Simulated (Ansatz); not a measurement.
Structures of TiC₂: which is lowest?

Plane-wave DFT in Ansatz with scalar-relativistic PAW potentials, cutoff 420 eV, Γ-centred meshes chosen by cell and gap, Gaussian smearing with energies taken to zero width. Every cell was relaxed (cell and atoms) in a run of its own, within the symmetry of its start. Functional: PBE.

Relaxed structures (starts from databases or built by putting these elements on another compound's sites):
A. Fddd, 6 atoms in the computed cell, a = 4.092 Å, b = 6.079 Å, c = 8.515 Å; sites (symmetry × multiplicity) Ti 222 × 8, C ..2 × 16; start: built
B. Cmcm, 6 atoms in the computed cell, a = 2.885 Å, b = 12.599 Å, c = 2.702 Å; sites (symmetry × multiplicity) Ti m2m × 4, C m2m × 4 + m2m × 4; start: built
C. I4/mmm, 3 atoms in the computed cell, a = 3.215 Å, c = 5.597 Å; sites (symmetry × multiplicity) Ti 4/mmm × 2, C 4mm × 4; start: built

Problem. Rank them by energy. Could pressure change the order?

Solution.
| structure | group | E − E(lowest) (meV/atom) | V (Å³/atom) | gap on mesh (eV) |
| --- | --- | --- | --- | --- |
| C | I4/mmm | 0.0 | 9.64 | 0.00 |
| B | Cmcm | 61 | 8.18 | 0.00 |
| A | Fddd | 270 | 8.82 | 0.00 |

C is lowest, 61 meV/atom under B. B is denser by 1.46 Å³/atom, so pressure favours it: ΔE/ΔV, with ΔE in eV and 1 eV/Å³ = 160.2 GPa, gives about 7 GPa for equal enthalpy if both cells were rigid, a rough figure since the two compress differently. Other structures may lie lower than all of these, and vibrations aren't counted.